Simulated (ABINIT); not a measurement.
Ga, 1 atom in the cell. It takes space group I4/mmm (No. 139, tetragonal). The conventional cell has a = 2.769 Å, b = 2.769 Å, c = 4.622 Å, α = 90.00°, β = 90.00°, γ = 90.00°. Ga (site symmetry 4/mmm) has 12 Ga at 2.77 to 3.03 Å as nearest neighbours. This isn't the form of Ga at room conditions, which is orthorhombic.

* Program: ABINIT 10.8.3 (patched build)
* Task: relaxation of cell and atoms
* Functional: LDA
* Potentials or basis: JTH PAW LDA v2.0
* Cutoff: 463 eV
* k mesh: 13 × 13 × 13
* Occupations: fermi-dirac, width 0.05 eV
* Spin: no spin polarisation
* Cell freedom (optcell): 2
* Cutoff smearing ecutsm (Ha): 0.5
* Optimiser (ionmov): 2
* Force stop (Ha/bohr): 0.0001
* Fine-grid cutoff: 925.187 eV

Potentials or basis: JTH PAW LDA v2.0.

The run is started by

```bash
$ abinit run.abi > log 2>&1
```

Hardware: 1 thread of Intel(R) Xeon(R) 6975P-C (Granite Rapids), on a shared host.

Problem. Estimate the wall time of this run.

Solution. Wall time 54 s on 1 thread of Intel(R) Xeon(R) 6975P-C (Granite Rapids), on a shared host, peak memory 0.12 GiB. Counts: scf iterations 35, mpi ranks 1, k points 196, bands 11, plane waves 517, ion steps 4.
